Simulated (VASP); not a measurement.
W: single point with PBEsol

The system is W.

```
W
1.0
     5.04888    0.00000    0.00000
     0.00000    5.04888    0.00000
     0.00000    0.00000    5.04888
W
8
Direct
  0.00000 0.00000 0.00000
  0.50000 0.50000 0.50000
  0.00000 0.50000 0.25000
  0.00000 0.50000 0.75000
  0.25000 0.00000 0.50000
  0.75000 0.00000 0.50000
  0.50000 0.75000 0.00000
  0.50000 0.25000 0.00000
```

This isn't the form of W at room conditions, which is bcc.

```
Program             : VASP 6.6.1
Task                : single point
Functional          : PBEsol
Potentials or basis : VASP PAW PBE potentials, release 64 (W_sv)
Cutoff              : 520 eV
k mesh              : 6 × 6 × 6
Occupations         : fermi-dirac, width 0.1 eV
Spin                : no spin polarisation
```

```yaml
Pressure: -2.3 GPa
Band_gap_on_the_k_mesh: none (metal or under the smearing width)
```

Levels at points of the mesh, in eV from the Fermi level:
```tsv
k point	band 52	band 53	band 54	band 55	band 56	band 57	band 58	band 59	band 60	band 61
(0.00, 0.00, 0.00)	-2.08	-1.51	-1.51	-0.50	-0.50	-0.50	1.61	1.61	1.61	1.65
(0.50, 0.00, 0.00)	-1.22	-1.16	-1.16	-0.96	-0.96	0.53	0.53	0.78	0.78	1.14
(0.50, 0.50, 0.00)	-1.70	-1.28	-0.97	-0.97	0.26	0.26	0.29	0.54	1.00	1.02
(0.50, 0.50, 0.50)	-1.40	-1.40	-1.40	-1.40	-1.40	1.33	1.33	1.33	1.33	1.33
```

Wall time 2.4 min on 1 thread of AMD EPYC 9R45 (Zen 5), on a shared host, peak memory 0.26 GiB.

Caveat: the PAW data sets were made with another functional, which shifts forces and pressure a little. Spin-orbit coupling is left out, which matters for the levels of W.
